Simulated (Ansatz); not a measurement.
# Relaxation path: fcc Os (110), 3 layers

DFT, PBE, PAW with Ansatz's default frozen-core files, scalar-relativistic (Ansatz 0.2.0); a Γ-centred 13×10×1 k mesh, Fermi–Dirac smearing of 0.1 eV, no spin polarisation. The run relaxes the atoms in the fixed cell.

Command: `ansatz run input.yaml --threads 1 --pin off --max-ram 3584MiB --backend cpu --events-out ev --progress --plain --runs-dir out` It took 55 s on 1 thread of Intel(R) Xeon(R) 6975P-C (Granite Rapids), on a shared host, peak memory 0.55 GiB.

```yaml
crystal:
  lattice:
    - [2.7269118564, 0.0, 0.0]
    - [0.0, 3.8564357308, 0.0]
    - [0.0, 0.0, 18.7269]
  atoms:
    - { symbol: Os, position: [0.0, 0.0, 0.4271926518] }
    - { symbol: Os, position: [0.5, 0.5, 0.5] }
    - { symbol: Os, position: [0.0, 0.0, 0.5728073482] }
kpoints:
  mp_grid: { grid: [13, 10, 1] }
scf:
  occupations: { method: fermi_dirac, width: 0.1 }
hamiltonian:
  xc: pbe
  pseudopotentials: { kind: paw }
output:
  forces: true
  stress: true
  eigenvalues: true
  write_density: true
  write_potential: true
  elf: true
  volumetric_format: npy
relax:
  f_tol: 0.01
  max_steps: 40
efield:
  axis: 3
  amplitude: 0
  dipole_correction: true
```

Each step lists its free energy a cell above the last geometry, and Cartesian positions (Å) with forces (eV/Å).

The first step:

```
step 1  dF = 380.46 meV
  Os 0.0000 0.0000 8.0000   0.0000 0.0000 2.7539
  Os 1.3635 1.9282 9.3635   0.0000 0.0000 0.0000
  Os 0.0000 0.0000 10.7269   0.0000 0.0000 -2.7539
```

Spin–orbit coupling is left out, which matters for the heavy atoms. The cell is 1×1, so reconstructions are forbidden, and in slabs of four or five layers the relaxations can be far larger than at a real surface.

Where does the relaxation end, and by which steps?

After 4 geometries, with a shortest distance of 2.482 Å. The further steps:
```
step 2  dF = 194.89 meV
  Os 0.0000 0.0000 8.1950   0.0000 0.0000 -2.9067
  Os 1.3635 1.9282 9.3635   0.0000 0.0000 0.0000
  Os 0.0000 0.0000 10.5319   0.0000 0.0000 2.9067
step 3  dF = 3.24 meV
  Os 0.0000 0.0000 8.1325   0.0000 0.0000 -0.3276
  Os 1.3635 1.9282 9.3635   0.0000 0.0000 0.0000
  Os 0.0000 0.0000 10.5944   0.0000 0.0000 0.3276
step 4  dF = 0.00 meV
  Os 0.0000 0.0000 8.1224   0.0000 0.0000 0.0018
  Os 1.3635 1.9282 9.3635   0.0000 0.0000 0.0000
  Os 0.0000 0.0000 10.6045   0.0000 0.0000 -0.0018
step 5  dF = 0.00 meV  (same geometry, solved once more)
  Os 0.0000 0.0000 8.1224   0.0000 0.0000 0.0025
  Os 1.3635 1.9282 9.3635   0.0000 0.0000 0.0000
  Os 0.0000 0.0000 10.6045   0.0000 0.0000 -0.0025
```
